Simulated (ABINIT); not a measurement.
# CdS (Greenockite) (P6_3mc) in ABINIT: settings compared, part 2 of 2

ABINIT 10.8.3 (patched build).

## Step 4: Single point, LDA

The input, run.abi:

```
# Pseudopotentials
pp_dirpath "./"
pseudos "Cd_sc.hgh, S.hgh"

# Structure
acell 3*1.0 Angstrom
rprim
     4.1500000000     0.0000000000     0.0000000000
    -2.0750000000     3.5940054257     0.0000000000
     0.0000000000     0.0000000000     6.7370000000
ntypat 2
znucl 48 16
natom 4
typat 1 1 2 2
xred
     0.6666666667     0.3333333333     0.5000000000
     0.3333333333     0.6666666667     0.0000000000
     0.6666666667     0.3333333333     0.8750000000
     0.3333333333     0.6666666667     0.3750000000

# Plane-wave basis
ecut 20.0

# k points
kptopt 1
ngkpt 5 5 3
nshiftk 1
shiftk 0.0 0.0 0.0

# Exchange and correlation
ixc 7

# Bands and occupations
nband 22
occopt 3
tsmear 0.05 eV

# SCF cycle
nstep 100
tolvrs 1.0e-10

# Output
iomode 3
prtwf 0
prtden 0
prteig 0
prtebands 0
enunit 1
```

Potentials or basis: HGH LDA semicore.

The run is started by

```bash
> abinit run.abi > log 2>&1
```

run.abo:

```text
.Version 10.8.3 of ABINIT
 Symmetries : space group P6_3 m c (#186); Bravais hP (primitive hexag.)
================================================================================
 Values of the parameters that define the memory need of the present run
     intxc =       0    ionmov =       0      iscf =       7    lmnmax =       7
     lnmax =       7     mgfft =      54  mpssoang =       3    mqgrid =    3001
     natom =       4  nloc_mem =       1    nspden =       1   nspinor =       1
    nsppol =       1      nsym =      12    n1xccc =       0    ntypat =       2
    occopt =       3   xclevel =       1
       mpw =        2912          nfft =       55296          nkpt =          10
================================================================================
================================================================================

--------------------------------------------------------------------------------
------------- Echo of variables that govern the present computation ------------
--------------------------------------------------------------------------------
 -outvars: echo values of preprocessed input variables --------
            acell      1.8897261259E+00  1.8897261259E+00  1.8897261259E+00 Bohr
              amu      1.12411000E+02  3.20660000E+01
             ecut      2.00000000E+01 Hartree
           enunit           1
              ixc           7
         kptrlatt        5    0    0      0    5    0      0    0    3
          kptrlen      3.81932547E+01
            natom           4
            nband          22
            ngfft          32      32      54
             nkpt          10
            nstep         100
             nsym          12
           ntypat           2
           occopt           3
           prtden           0
        prtebands           0
           prteig           0
            prtwf           0
            rprim      4.1500000000E+00  0.0000000000E+00  0.0000000000E+00
                      -2.0750000000E+00  3.5940054257E+00  0.0000000000E+00
                       0.0000000000E+00  0.0000000000E+00  6.7370000000E+00
          spgroup         186
           tolvrs      1.00000000E-10
           tsmear      1.83746611E-03 Hartree
            typat      1  1  2  2
           xangst      2.0750000000E+00  1.1980018086E+00  3.3685000000E+00
                       5.4988127893E-16  2.3960036171E+00  0.0000000000E+00
                       2.0750000000E+00  1.1980018086E+00  5.8948750000E+00
                       5.4988127893E-16  2.3960036171E+00  2.5263750000E+00
            xcart      3.9211817113E+00  2.2638953165E+00  6.3655424551E+00
                       1.0391250189E-15  4.5277906331E+00  0.0000000000E+00
                       3.9211817113E+00  2.2638953165E+00  1.1139699296E+01
                       1.0391250189E-15  4.5277906331E+00  4.7741568413E+00
             xred      6.6666666667E-01  3.3333333333E-01  5.0000000000E-01
                       3.3333333333E-01  6.6666666667E-01  0.0000000000E+00
                       6.6666666667E-01  3.3333333333E-01  8.7500000000E-01
                       3.3333333333E-01  6.6666666667E-01  3.7500000000E-01
            znucl       48.00000   16.00000

================================================================================

 chkinp: Checking input parameters for consistency.

================================================================================
== DATASET  1 ==================================================================

--- !DatasetInfo
iteration_state: {dtset: 1, }
dimensions: {natom: 4, nkpt: 10, mband: 22, nsppol: 1, nspinor: 1, nspden: 1, mpw: 2912, }
[... 97 lines left out ...]
- [ -0.00000000E+00,  -0.00000000E+00,   9.35244388E-04, ]
- [ -0.00000000E+00,  -0.00000000E+00,   9.35244388E-04, ]
force_length_stats: {min:   9.35244388E-04, max:   9.35244388E-04, mean:   9.35244388E-04, }
...

 Integrated electronic density in atomic spheres:
 ------------------------------------------------
 Atom  Sphere_radius  Integrated_density
    1        2.00000          9.14991272
    2        2.00000          9.14991272
    3        2.00000          3.86385065
    4        2.00000          3.86385065
================================================================================

 ----iterations are completed or convergence reached----

 Mean square residual over all n,k,spin=   16.535E-08; max=  29.479E-06
 reduced coordinates (array xred) for    4 atoms
       0.666666666667      0.333333333333      0.500000000000
       0.333333333333      0.666666666667      0.000000000000
       0.666666666667      0.333333333333      0.875000000000
       0.333333333333      0.666666666667      0.375000000000
 rms dE/dt=  6.8743E-03; max dE/dt=  1.1912E-02; dE/dt below (all hartree)
    1      -0.000000000000      0.000000000000      0.011912231062
    2       0.000000000000      0.000000000000      0.011912231062
    3       0.000000000000      0.000000000000     -0.011901120363
    4       0.000000000000      0.000000000000     -0.011901120363

 cartesian coordinates (angstrom) at end:
    1      2.07500000000000     1.19800180856667     3.36850000000000
    2      0.00000000000000     2.39600361713333     0.00000000000000
    3      2.07500000000000     1.19800180856667     5.89487500000000
    4      0.00000000000000     2.39600361713333     2.52637500000000

 cartesian forces (hartree/bohr) at end:
    1      0.00000000000000     0.00000000000000    -0.00093524438773
    2     -0.00000000000000    -0.00000000000000    -0.00093524438773
    3     -0.00000000000000    -0.00000000000000     0.00093524438773
    4     -0.00000000000000    -0.00000000000000     0.00093524438773
 frms,max,avg= 5.3996360E-04 9.3524439E-04   0.000E+00  0.000E+00 -4.364E-07 h/b

 cartesian forces (eV/Angstrom) at end:
    1      0.00000000000000     0.00000000000000    -0.04809220004550
    2     -0.00000000000000    -0.00000000000000    -0.04809220004550
    3     -0.00000000000000    -0.00000000000000     0.04809220004550
    4     -0.00000000000000    -0.00000000000000     0.04809220004550
 frms,max,avg= 2.7766045E-02 4.8092200E-02   0.000E+00  0.000E+00 -2.244E-05 e/A
 length scales=  1.889726125908  1.889726125908  1.889726125908 bohr
              =  1.000000000000  1.000000000000  1.000000000000 angstroms
 Fermi (or HOMO) energy (eV) =   3.48764   Average Vxc (eV)=  -9.34391
 Eigenvalues (   eV  ) for nkpt=  10  k points:
 kpt#   1, nband= 22, wtk=  0.01333, kpt=  0.0000  0.0000  0.0000 (reduced coord)
  -9.32683   -8.86508   -4.45661   -4.45661   -4.43384   -4.39047   -4.39047   -4.01423
  -4.01423   -3.96981   -3.96981   -3.58384   -1.48808    2.27870    2.27870    3.05076
   3.09758    3.09758    3.83238    5.46370    9.21202    9.21317
 prteigrs : prtvol=0 or 1, do not print more k-points.

--- !EnergyTerms
iteration_state     : {dtset: 1, }
comment             : Components of total free energy in Hartree
kinetic             :  8.14270438356509E+01
hartree             :  3.11980857149051E+01
xc                  : -1.74021864370409E+01
Ewald energy        : -8.48816927463657E+01
psp_core            :  2.97871415396430E+00
local_psp           : -9.54998562384228E+01
non_local_psp       : -2.94426523475314E+01
internal            : -1.11622544064840E+02
'-kT*entropy'       : -8.43377399584144E-07
total_energy        : -1.11622544908218E+02
total_energy_eV     : -3.03740418325687E+03
band_energy         : -3.91299776528255E+00
...

 Cartesian components of stress tensor (hartree/bohr^3)
  sigma(1 1)=  5.25733881E-03  sigma(3 2)=  0.00000000E+00
  sigma(2 2)=  5.25733881E-03  sigma(3 1)=  0.00000000E+00
  sigma(3 3)=  5.25907486E-03  sigma(2 1)=  0.00000000E+00

-Cartesian components of stress tensor (GPa)         [Pressure= -1.5469E+02 GPa]
- sigma(1 1)=  1.54676248E+02  sigma(3 2)=  0.00000000E+00
- sigma(2 2)=  1.54676248E+02  sigma(3 1)=  0.00000000E+00
- sigma(3 3)=  1.54727324E+02  sigma(2 1)=  0.00000000E+00

== END DATASET(S) ==============================================================
================================================================================

 -outvars: echo values of variables after computation  --------
            acell      1.8897261259E+00  1.8897261259E+00  1.8897261259E+00 Bohr
           etotal     -1.1162254491E+02
            fcart      3.4334614173E-29  1.9823098735E-29 -9.3524438773E-04
                      -3.4334614173E-29 -1.9823098735E-29 -9.3524438773E-04
                      -0.0000000000E+00 -0.0000000000E+00  9.3524438773E-04
                      -0.0000000000E+00 -0.0000000000E+00  9.3524438773E-04
            rprim      4.1500000000E+00  0.0000000000E+00  0.0000000000E+00
                      -2.0750000000E+00  3.5940054257E+00  0.0000000000E+00
                       0.0000000000E+00  0.0000000000E+00  6.7370000000E+00
           strten      5.2573388105E-03  5.2573388106E-03  5.2590748625E-03
                       0.0000000000E+00  0.0000000000E+00  0.0000000000E+00
           xangst      2.0750000000E+00  1.1980018086E+00  3.3685000000E+00
                       5.4988127893E-16  2.3960036171E+00  0.0000000000E+00
                       2.0750000000E+00  1.1980018086E+00  5.8948750000E+00
                       5.4988127893E-16  2.3960036171E+00  2.5263750000E+00
             xred      6.6666666667E-01  3.3333333333E-01  5.0000000000E-01
                       3.3333333333E-01  6.6666666667E-01  0.0000000000E+00
                       6.6666666667E-01  3.3333333333E-01  8.7500000000E-01
                       3.3333333333E-01  6.6666666667E-01  3.7500000000E-01
 Calculation completed.
```

It took 19 s on 1 thread of Intel Xeon Platinum 8488C (Sapphire Rapids), shared host; peak memory 0.07 GiB.

What came out:

```yaml
Free_energy: -3037.4042 eV
Largest_force: 0.048 eV/Å
Band_gap_on_the_k_mesh: 0.73 eV, direct
Valence_electrons_inside_the_program's_atomic_spheres: Cd 9.15; S 3.86
```

Forces in eV/Å, atoms in the order of the input:
```
Cd   0.000  0.000 -0.048
Cd   0.000  0.000 -0.048
S    0.000  0.000  0.048
S    0.000  0.000  0.048
```

Caveat: the cutoff is too short for stress, so the log's stress isn't used; HGH potentials are hard and often keep d shells in the core, so these values are rough.

## Step 5: How close it comes

Step 3. Against the measured gap of CdS, 2.5809 eV (quoted in “Isotope dependence of band-gap energy”, 2008, arxiv:0807.2152), the calculated 1.05 eV is off by -1.53 eV. So large a miss can be the level of theory's own, or it may mean another phase, state or a wrong row. Spin-orbit coupling on Cd is left out. The value is that of PBEsol, without temperature or zero-point motion. Semilocal functionals fall short of measured gaps as a rule.
